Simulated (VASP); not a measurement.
# CuO (Tenorite) (Cc) in VASP: further runs, part 3 of 3

VASP 6.6.1. Earlier steps stand in the parts before.

### Step 5. Band structure, PBE

The input, INCAR:

```
ALGO = Normal
EDIFF = 1E-6
ENCUT = 550
GGA = PE
ISIF = 2
ISMEAR = -1
LASPH = True
LCHARG = False
LMAXMIX = 4
LREAL = False
LWAVE = False
NELM = 80
PREC = Accurate
SIGMA = 0.05
```

The input, KPOINTS:

```
k-points
0
Gamma
  10 10 5
```

The input, POSCAR:

```
CuO
1.0
    2.3446500000     -1.7134000000      0.0000000000
    2.3446500000      1.7134000000      0.0000000000
   -0.8605543552      0.0000000000      5.0594363927
Cu O
2 2
Direct
    0.4968000000      0.0032000000      0.5000000000
    0.0032000000      0.4968000000      0.0000000000
    0.4056000000      0.5714000000      0.7537000000
    0.5714000000      0.4056000000      0.2537000000
```

The input, KPOINTS_OPT:

```
path GYFLI,I1ZF1,YX1,XGN,MG
15
line-mode
reciprocal
 0.0000000000  0.0000000000  0.0000000000  G
-0.5000000000 -0.5000000000  0.0000000000  Y

-0.5000000000 -0.5000000000  0.0000000000  Y
-0.5249462874 -0.5249462874  0.3256415493  F

-0.5249462874 -0.5249462874  0.3256415493  F
-0.5000000000 -0.5000000000  0.5000000000  L

-0.5000000000 -0.5000000000  0.5000000000  L
-0.6336780905 -0.3663219095  0.5000000000  I

-0.3663219095  0.3663219095  0.5000000000  I1
 0.0000000000  0.0000000000  0.5000000000  Z

 0.0000000000  0.0000000000  0.5000000000  Z
-0.4750537126 -0.4750537126  0.6743584507  F1

-0.5000000000 -0.5000000000  0.0000000000  Y
-0.6126314136 -0.3873685864  0.0000000000  X1

-0.3873685864  0.3873685864  0.0000000000  X
 0.0000000000  0.0000000000  0.0000000000  G

 0.0000000000  0.0000000000  0.0000000000  G
-0.5000000000  0.0000000000  0.0000000000  N

-0.5000000000  0.0000000000  0.5000000000  M
 0.0000000000  0.0000000000  0.0000000000  G
```

Potentials or basis: VASP PAW PBE potentials, release 64 (Cu_GW, O_GW).

Run with:

```
$ cat potpaw_PBE.64/Cu_GW/POTCAR potpaw_PBE.64/O_GW/POTCAR > POTCAR
$ mpirun -np 1 vasp_std > vasp.out
```

OUTCAR:

```text
EDIFF = 1E-6
   ENCUT = 550
   GGA = PE
   ISIF = 2
   ISMEAR = -1
   LASPH = True
   LREAL = False
   NELM = 80
   PREC = Accurate

 ion  position               nearest neighbor table
   1  0.497  0.003  0.500-   4 1.91   3 1.93   4 1.98   3 2.02
   2  0.003  0.497  0.000-   3 1.91   4 1.93   3 1.98   4 2.02
   3  0.406  0.571  0.754-   2 1.91   1 1.93   2 1.98   1 2.02
   4  0.571  0.406  0.254-   1 1.91   2 1.93   1 1.98   2 2.02

  LATTYP: Found a base centered monoclinic cell.
 ALAT       =     4.6893000000
 B/A-ratio  =     0.7307700510
 C/A-ratio  =     1.0944277397
 COS(beta)  =    -0.1676807457

  Lattice vectors:

 A1 = (   2.3446500000,  -1.7134000000,   0.0000000000)
 A2 = (   2.3446500000,   1.7134000000,   0.0000000000)
 A3 = (  -0.8605543552,   0.0000000000,   5.0594363927)

Analysis of symmetry for initial positions (statically):
=====================================================================
 Subroutine PRICEL returns:
 Original cell was already a primitive cell.

 Routine SETGRP: Setting up the symmetry group for a
 base centered monoclinic supercell.

 Subroutine GETGRP returns: Found  2 space group operations
 (whereof  1 operations were pure point group operations)
 out of a pool of  4 trial point group operations.

The static configuration has the point symmetry C_1 .
 The point group associated with its full space group is C_1h.

Analysis of symmetry for dynamics (positions and initial velocities):
=====================================================================
 Subroutine PRICEL returns:
 Original cell was already a primitive cell.

 Routine SETGRP: Setting up the symmetry group for a
 base centered monoclinic supercell.

 Subroutine GETGRP returns: Found  2 space group operations
[... 123 lines left out ...]
   ISMEAR =    -1;   SIGMA  =   0.05  broadening in eV -4-tet -1-fermi 0-gaus
   EFERMI_NEDOS =   21; number of points for ismear=-14 and -15
   IALGO  =     38    algorithm
   IMIX   =      4    mixing-type and parameters
     AMIX     =   0.40;   BMIX     =  1.00
     AMIX_MAG =   1.60;   BMIX_MAG =  1.00
  volume/ion in A,a.u.               =      10.16        68.58
  Fermi-wavevector in a.u.,A,eV,Ry     =   1.542451  2.914811 32.370388  2.379156
  Thomas-Fermi vector in A             =   2.648254
   LORBIT       =      0    0 simple, 1 ext, 2 COOP (PROOUT), +10 PAW based schemes
   GGA     = PE    functional components
   LHFCALC =     F    Hartree Fock is set to
   AEXX    =    0.0000 exact exchange contribution
   IVDW    =     0    specifies the selected vdW correction
   LEPSILON=     F    determine dielectric tensor
   LRPA    =     F    only Hartree local field effects (RPA)
 non-spin polarized calculation
  energy-cutoff  :      550.00
  volume of cell :       40.65
 maximum number of plane-waves:      1208
 NGX is ok and might be reduce to    24
   NGX = 11   NGY = 11   NGZ = 19

 number of electron      34.0000000 magnetization

 Free energy of the ion-electron system (eV)
  ---------------------------------------------------
  ext. energy  EPLUGINS =         0.00000000
  ---------------------------------------------------
  free energy    TOTEN  =       -19.60044459 eV

  energy without entropy =      -19.58127703  energy(sigma->0) =      -19.59086081

 E-fermi :   4.3839     XC(G=0): -12.0100

 val. band max:        4.3675469959   @ k =  -0.2000   0.3000   0.4000
 cond. band min:       4.3869815015   @ k =  -0.4000   0.2000   0.4000
 fundamental gap:      0.0194345056
 Fermi energy:         4.3839045913

 k-point     1 :       0.0000    0.0000    0.0000
  band No.  band energies     occupation
      1     -15.5476      2.00000
      2     -14.2351      2.00000
      3      -3.7576      2.00000
      4      -1.1623      2.00000
      5      -0.8012      2.00000
      6       1.0006      2.00000
[... 565 lines left out ...]
     20      10.8608      0.00000
     21      13.3274      0.00000

 [... further k-points ...]

------------------------ aborting loop because EDIFF is reached ----------------------------------------

  FORCE on cell =-STRESS in cart. coord.  units (eV):
  Direction    XX          YY          ZZ          XY          YZ          ZX
  --------------------------------------------------------------------------------------
  -------------------------------------------------------------------------------------
  Total        1.1286269      1.4152749      0.9818472      0.0000000      0.0000000     -0.4225829
  in kB       44.4827933     55.7805082     38.6977377      0.0000000      0.0000000    -16.6553415
  external PRESSURE =      46.3203464 kB  Pullay stress =       0.0000000 kB

 VOLUME and BASIS-vectors are now :
 -----------------------------------------------------------------------------
  energy-cutoff  :      550.00
  volume of cell :       40.65
      direct lattice vectors                 reciprocal lattice vectors
     2.344650000 -1.713400000  0.000000000     0.213251445 -0.291817439  0.036271720
     2.344650000  1.713400000  0.000000000     0.213251445  0.291817439  0.036271720
    -0.860554355  0.000000000  5.059436393     0.000000000  0.000000000  0.197650474

 POSITION                                       TOTAL-FORCE (eV/Angst)
 -----------------------------------------------------------------------------------
      0.74205     -0.84573      2.52972        -0.628018     -0.346788      0.243886
      1.17233      0.84573      0.00000        -0.628018      0.346788      0.243886
      1.64212      0.28408      3.81330         0.628018     -0.296793     -0.243886
      2.07240     -0.28408      1.28358         0.628018      0.296793     -0.243886
 -----------------------------------------------------------------------------------
    total drift:                               -0.000189      0.000000     -0.000547

  FREE ENERGIE OF THE ION-ELECTRON SYSTEM (eV)
  ---------------------------------------------------
  free  energy   TOTEN  =       -19.6004445905 eV

  energy  without entropy=      -19.5812770273  energy(sigma->0) =      -19.59086081
```

stdout:

```text
POSCAR found type information on POSCAR CuO
 POSCAR found :  2 types and       4 ions
 scaLAPACK will be used
 LDA part: xc-table for (Slater+PW92), standard interpolation
 POSCAR, INCAR and KPOINTS ok, starting setup
 FFT: planning ... GRIDC
 FFT: planning ... GRID_SOFT
 FFT: planning ... GRID
 WAVECAR not read
 entering main loop
 Start KPOINTS_OPT (optional k-point list driver)
k-point batch [1-141\150]
k-point batch [142-150\150]
```

Wall time 70 s (1 thread of Intel Xeon 6975P-C (Granite Rapids), shared host); peak memory 0.32 GiB.

What came out:

```
Free energy             : -19.6004 eV
Pressure                : 4.6 GPa
Largest force           : 0.758 eV/Å
Band gap along the path : none (metal or under the smearing width)
```

Forces in eV/Å, atoms in the order of the input:
```
Cu  -0.628 -0.347  0.244
Cu  -0.628  0.347  0.244
O    0.628 -0.297 -0.244
O    0.628  0.297 -0.244
```

Levels at the corners of the path, in eV from the Fermi level:
```csv
point,band 14,band 15,band 16,band 17,band 18,band 19,band 20,band 21
Γ,-2.21,-2.13,-1.65,0.22,0.92,1.70,6.03,8.14
Y,-2.11,-1.67,-1.22,-0.65,1.07,3.37,7.04,8.54
Y,-2.11,-1.67,-1.22,-0.65,1.07,3.37,7.04,8.54
F,-1.84,-1.33,-1.32,-0.65,0.19,4.26,6.15,8.70
F,-1.84,-1.33,-1.32,-0.65,0.19,4.26,6.15,8.70
L,-1.65,-1.30,-1.30,-0.41,-0.41,5.22,5.22,8.99
L,-1.65,-1.30,-1.30,-0.41,-0.41,5.22,5.22,8.99
I,-1.80,-1.48,-1.48,-0.29,-0.29,5.86,5.86,9.08
I1,-1.80,-1.48,-1.48,-0.29,-0.29,5.86,5.86,9.08
Z,-2.23,-1.47,-1.47,0.25,0.25,3.92,3.92,11.67
Z,-2.23,-1.47,-1.47,0.25,0.25,3.92,3.92,11.67
F1,-1.84,-1.33,-1.32,-0.65,0.19,4.26,6.15,8.70
Y,-2.11,-1.67,-1.22,-0.65,1.07,3.37,7.04,8.54
X1,-2.00,-1.40,-1.33,-1.28,0.89,4.88,7.19,7.68
X,-2.00,-1.40,-1.33,-1.28,0.89,4.88,7.19,7.68
Γ,-2.21,-2.13,-1.65,0.22,0.92,1.70,6.03,8.14
Γ,-2.21,-2.13,-1.65,0.22,0.92,1.70,6.03,8.14
N,-1.59,-1.49,-1.39,-0.03,0.29,4.89,6.30,6.94
M,-2.14,-1.72,-1.59,-0.09,0.74,5.13,6.51,8.09
Γ,-2.21,-2.13,-1.65,0.22,0.92,1.70,6.03,8.14
```

Caveat: the run has no spin polarisation, though such a crystal can be magnetic; semilocal functionals often make such compounds metallic where correlation or magnetic order opens a gap, which also shifts bond lengths.
